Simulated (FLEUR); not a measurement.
Ca:

```
Ca
1.0
    -2.20520    2.20520    2.19611
     2.20520   -2.20520    2.19611
     2.20520    2.20520   -2.19611
Ca
1
Direct
  0.50000 0.50000 0.00000
```

This isn't the form of Ca at room conditions, which is fcc.

```yaml
Program: FLEUR MaX-R8.1 (later development tree)
Task: single point
Functional: PBE
Potentials_or_basis: all-electron
Basis: FLAPW
Kmax: 4.1 1/bohr
k_mesh: 9 × 9 × 9
Occupations: fermi-dirac, width 0.05 eV
Spin: no spin polarisation
Gmax: 12.7 1/bohr
Muffin-tin_radii: Ca 2.66 bohr
lmax: Ca 11
Local_orbitals_a_species: Ca 5
Max_iterations: 60
Mixing_factor: 0.05
Mixer: Anderson
Mixer_history: 15
Density_convergence: 1e-05 me/bohr^3
```

On this cell: band gap on the k mesh none (metal or under the smearing width).

The same run follows on a disturbed copy (cell strained at random at fixed volume):

```
CELL_PARAMETERS angstrom
-2.20381 2.16290 2.16035
2.21237 -2.21105 2.21730
2.22688 2.23412 -2.20869
ATOMIC_POSITIONS crystal
Ca 0.50653 0.49482 0.99392
```

What does the disturbed cell give?

The energy (extrapolated to zero smearing) moves by +0.5 meV/atom; band gap on the k mesh none (metal or under the smearing width).
